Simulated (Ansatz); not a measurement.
The system is P.

```
P
1.0
     1.64774   -5.46504    0.00000
     1.64774    5.46504    0.00000
     0.00000    0.00000    4.54364
P
4
Direct
  0.90414 0.09586 0.58882
  0.09586 0.90414 0.41118
  0.59586 0.40414 0.08882
  0.40414 0.59586 0.91118
```

Base run:

```yaml
Program: Ansatz 0.2.0
Functional: r2SCAN
Potentials_or_basis: Ansatz PAW
Cutoff: "500 eV (not typed: the program's choice for these potentials)"
k_mesh: 5 × 5 × 4
Occupations: fermi-dirac, width 0.05 eV
Spin: no spin polarisation
```

Its results: band gap on the k mesh 0.57 eV, direct; pressure 0.8 GPa; largest force 0.086 eV/Å.

Task: After a change of settings the same cell gave: band gap on the k mesh 0.44 eV, direct; pressure 2.1 GPa; largest force 0.332 eV/Å. Which change was it?
A. functional from r2SCAN to PBE; cutoff from 500 eV (not typed: the program's choice for these potentials) to 420 eV (not typed: the program's choice for these potentials)
B. functional from r2SCAN to PBE0; cutoff from 500 eV (not typed: the program's choice for these potentials) to 420 eV (not typed: the program's choice for these potentials)
C. functional from r2SCAN to revPBE; cutoff from 500 eV (not typed: the program's choice for these potentials) to 420 eV (not typed: the program's choice for these potentials)
D. functional from r2SCAN to LDA; cutoff from 500 eV (not typed: the program's choice for these potentials) to 420 eV (not typed: the program's choice for these potentials)

Result: A.

r2SCAN gives the wider gap, since meta-GGAs in the generalised Kohn-Sham scheme recover part of the derivative discontinuity.

Caveats: odd divisions of the mesh miss points on the zone boundary, where band edges often lie, so the gap on the mesh can be too wide; the density of states is complete only up to the lowest level of the last band computed; the PAW data sets come from PBE, with cores solved anew for the run's functional, which leaves a small shift of forces and pressure (some runs).
